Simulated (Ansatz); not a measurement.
Abstraction of Br: C4H9Br + GeH3 → C4H9 + GeH3Br

Species: C4H9Br `CCCCBr`, singlet; GeH3 `[GeH3]`, doublet; C4H9 (1-butyl radical) `[CH2]CCC`, doublet; GeH3Br `[GeH3][Br]`, singlet. A radical takes Br: the energy is the difference in strength between the C–Br bond broken and the Ge–Br bond made.

Shapes, held fixed at every level: PBE0-D4/def2-TZVP. Flexible molecules stand in one conformer, not always the lowest. Programs: Ansatz 0.2.0. The zero-point and thermal change to 298 K, harmonic and unscaled (PBE0-D4/def2-TZVP), is -5.7 kJ/mol.

| level | kind | ΔH(298 K) (kJ/mol) |
| --- | --- | --- |
| HF/def2-SVP | Hartree–Fock | -89.8 |
| B3LYP-D4/def2-TZVPP | global hybrid | -55.9 |
| wB97X-V/def2-TZVPP | range-separated hybrid | -56.9 |
| B2PLYP/def2-TZVPP | double hybrid | -56.9 |
| MP2/def2-SVP | perturbation theory | -44.3 |
| CCSD(T)/def2-SVP | coupled cluster or CI | -48.5 |
| CCSD/def2-SVP | coupled cluster or CI | -53.6 |
| MP2/def2-TZVPP | perturbation theory | -43.7 |

MP2/def2-TZVPP gives ΔH(298 K) = -43.7 kJ/mol; the levels span -89.8 to -43.7. The median of the levels is -54.8. No measured value is set beside it here. Open shells run unrestricted unless RO is named. Relativity is left out for Br, Ge unless named. Correlated rows may include outer-core shells of Br, Ge, which these sets cover unevenly.
